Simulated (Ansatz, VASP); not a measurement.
BN in VASP and in Ansatz

File INCAR:

```
SYSTEM = BN
PREC = Accurate
ENCUT = 520
EDIFF = 1E-6
ISMEAR = 0
SIGMA = 0.02
LREAL = .FALSE.
LASPH = .TRUE.
NELM = 60
ALGO = Normal
ISIF = 2
LWAVE = .FALSE.
LCHARG = .FALSE.
GGA = PE
NBANDS = 16
```

Contents of KPOINTS:

```
Automatic mesh
0
G
  12 12 4
  0 0 0
```

The input POSCAR:

```
BN
1.0
    2.6126684083      0.0000000000      0.0000000000
   -1.3063342041      2.2626372132      0.0000000000
    0.0000000000      0.0000000000      8.4302640540
B N
2 2
Direct
    0.3333333333      0.6666666667      0.2500000000
    0.6666666667      0.3333333333      0.7500000000
    0.3333333333      0.6666666667      0.7500000000
    0.6666666667      0.3333333333      0.2500000000
```

Input for Ansatz:

```yaml
crystal:
  lattice:
    - [2.6126684083, 0.0, 0.0]
    - [-1.3063342041, 2.2626372132, 0.0]
    - [0.0, 0.0, 8.430264054]
  atoms:
    - { symbol: B, position: [0.3333333333, 0.6666666667, 0.25] }
    - { symbol: B, position: [0.6666666667, 0.3333333333, 0.75] }
    - { symbol: "N", position: [0.3333333333, 0.6666666667, 0.75] }
    - { symbol: "N", position: [0.6666666667, 0.3333333333, 0.25] }
basis:
  ecutwfc: 420
kpoints:
  mp_grid: { grid: [12, 12, 4] }
  band_path: { path: [VBM, CBM], npoints: 2 }
hamiltonian:
  xc: pbe
scf:
  occupations: { method: gaussian, width: 0.02 }
output:
  forces: true
  stress: true
  eigenvalues: true
checkpoint:
  read: start.run
  write: ck
  compress: false
  write_wavefunctions: false
  write_every: 100000
```

Alike in both runs: task single point; functional PBE; k mesh 12 × 12 × 4; occupations gaussian, width 0.02 eV; no spin polarisation.

|  | VASP | Ansatz |
| --- | --- | --- |
| version | VASP 6.6.1 | Ansatz 0.2.0 |
| potentials or method | VASP PAW PBE potentials, release 64 (B, N) | scalar-relativistic, plane waves, PAW |
| plane-wave cutoff (eV) | 520 | 420 |
| valence electrons in the cell | 16 | 16 |

Ansatz gave:

* gap on the k mesh at the Fermi level (eV): 4.35
* least direct gap on the mesh (eV): 4.35
* pressure (GPa): -18.5
* largest component of the traceless stress (GPa): 18.48

Question: Estimate VASP's values.

Answer: gap on the k mesh at the Fermi level (eV): 4.35; least direct gap on the mesh (eV): 4.35; pressure (GPa): -18.4; largest component of the traceless stress (GPa): 18.37.

Caveats: so large a pressure means that the cell lies far from this level's equilibrium, or that cutoff or potentials fall short (VASP); this functional lacks dispersion, which binds the layers, so the pressure and a relaxed spacing across them are unreliable. A k mesh can miss the band edges.
